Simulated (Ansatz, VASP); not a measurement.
One calculation of ZnS, two programs

```
Zn S
1.0
     0.00000    2.70465    2.78579
     2.70465    0.00000    2.78579
     2.70465    2.70465    0.00000
Zn S
1 1
Direct
  0.00000 0.00000 0.00000
  0.75000 0.75000 0.75000
```

Change from the starting cell: zz strain of +3 %, PAW files.

Alike in both runs: task electric field gradients; functional PBE; k mesh 8 × 8 × 8; occupations fermi-dirac, width 0.01 eV; no spin polarisation.

|  | VASP | Ansatz |
| --- | --- | --- |
| version | VASP 6.6.1 | Ansatz 0.2.0 |
| potentials or method | VASP PAW PBE potentials, release 64 (Zn, S) | PAW with Ansatz's default frozen-core files, scalar-relativistic |
| plane-wave cutoff (eV) | 520 | 420 |
| valence electrons in the cell | 18 | 18 |

```csv
,VASP,Ansatz,Ansatz less VASP
gap on the k mesh at the Fermi level (eV),1.93,1.93,-0.004
pressure (GPa),-0.6,-0.7,-0.15
largest component of the traceless stress (GPa),0.85,0.86,+0.006
Vzz of the field gradient on the site that differs most (V/Å²),-5.0,-5.3,-0.28
```

The functional is the same, so the differences come from potentials, cutoffs and numerics.
